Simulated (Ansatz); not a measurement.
**CsCl under compression and expansion**

```xyz
2
Lattice="4.1230 0.0000 0.0000 0.0000 4.1230 0.0000 0.0000 0.0000 4.1230" Properties=species:S:1:pos:R:3 pbc="T T T"
Cs    0.0000    0.0000    0.0000
Cl    2.0615    2.0615    2.0615
```

The cell is COD entry 9008789, as deposited and not checked against the literature; nothing was relaxed.

No spin–orbit coupling, which matters for the heavy atoms here.

Levels of theory: DFT, PBEsol, all-electron LAPW, scalar-relativistic (Ansatz 0.2.0); DFT, PBEsol, PAW with Ansatz's default frozen-core files, scalar-relativistic (Ansatz 0.2.0).

For LAPW: a Γ-centred 6×6×6 k mesh, Fermi–Dirac smearing of 0.03 eV, basis error target 1 meV/atom, no spin polarisation. PAW takes a cutoff of 420 eV at this cell (files made with PBE, cores remade for this functional). The Ansatz runs share mesh, smearing and spin set-up. Plane-wave (PAW) pressures include the program's estimate of the Pulay term.

The cell above is scaled evenly, with fractional coordinates and shape held.

```csv
V/V(cell),V (Å³/atom),"P, LAPW (GPa)","P, PAW (GPa)","gap on the k mesh, LAPW (eV)"
0.9400,32.941,0.43,0.43,5.20
0.9600,33.642,0.02,0.01,5.23
0.9800,34.343,-0.35,-0.35,5.15
0.9900,34.693,-0.51,-0.51,5.10
1.0000,35.044,-0.66,-0.67,5.06
1.0100,35.394,-0.81,-0.81,5.02
1.0200,35.745,-0.94,-0.94,4.97
1.0400,36.445,-1.19,-1.19,4.89
1.0600,37.146,-1.40,-1.40,4.81
```

**Question.** What do Birch–Murnaghan fits to the pressures give?

**Answer.** LAPW: V0 = 33.67 Å³/atom, B0 = 18 GPa, B0′ = 5.3; PAW: V0 = 33.67 Å³/atom, B0 = 18 GPa, B0′ = 5.3.

PAW's V0 lies -0.01 % from the all-electron value and its B0 0.0 %. Symmetry fixes shape and coordinates here, so this is the relaxed modulus.
